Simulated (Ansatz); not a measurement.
Here is an Ansatz 0.2.0 calculation.

input.yaml

```yaml
crystal:
  lattice:
    - [2.997509, 0.0, 0.0]
    - [0.0, 2.997509, 0.0]
    - [0.0, 0.0, 2.997509]
  atoms:
    - { symbol: Cu, position: [0.5, 0.5, 0.5] }
    - { symbol: Al, position: [0.0, 0.0, 0.0] }
hamiltonian:
  xc: pbesol
  pseudopotentials: { kind: paw }
kpoints:
  mp_grid: { grid: [9, 9, 9] }
scf:
  occupations: { method: gaussian, width: 0.02 }
output:
  forces: true
  stress: true
  eigenvalues: true
```

Potentials or basis: Ansatz PAW.

The run is started by

```sh
$ ansatz run input.yaml --threads 2 --pin off --max-ram 5632MiB --backend cpu --events-out ev --progress --plain --runs-dir out
```

Predict the pressure.

-4.6 GPa.

Estimate the band gap on the k mesh.

none (metal or under the smearing width).

Caveat: the PAW data sets come from PBE, with cores solved anew for the run's functional, which leaves a small shift of forces and pressure.
